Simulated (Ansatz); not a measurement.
# Profile along the N–In line in InN (zinc blende)

InN (zinc blende)

```
InN
1.0
    0.00000     2.52449     2.52449
    2.52449     0.00000     2.52449
    2.52449     2.52449     0.00000
N In
1 1
Direct
  0.75000   0.75000   0.75000
  0.00000   0.00000   0.00000
```

Fields along a shortest N–In line of a {110} plane (2.19 Å), from N to In, interpolated on the slice's grid (step about 0.2 Å). These are PBE (plane waves to 420 eV, PAW, scalar-relativistic; Ansatz, a quantum-chemistry and plane-wave program) values and carry that method's errors. k mesh 11×11×11. Near the nuclei the fields are pseudised (PAW); where an atom keeps semicore shells as valence, they peak there. At this level the bands of InN touch or barely overlap; measurements give the solid a gap. InN was relaxed with its symmetry unable to fall.

| distance from N (Å) | valence electron density (e/Å³) | electron localisation function |
|---|---|---|
| 0.00 | 3.50 | x |
| 0.22 | 3.54 | x |
| 0.44 | 2.68 | 0.71 |
| 0.66 | 1.38 | 0.84 |
| 0.88 | 0.73 | 0.65 |
| 1.09 | 0.55 | 0.24 |
| 1.31 | 0.89 | 0.19 |
| 1.53 | 2.55 | 0.16 |
| 1.75 | 6.20 | 0.03 |
| 1.97 | 10.81 | x |
| 2.19 | 12.57 | x |

x: too close to a nucleus for the ELF to mean much.

Density on the N–In line (2.19 Å) at its midpoint: 0.55 e/Å³. ELF at that point: 0.2.
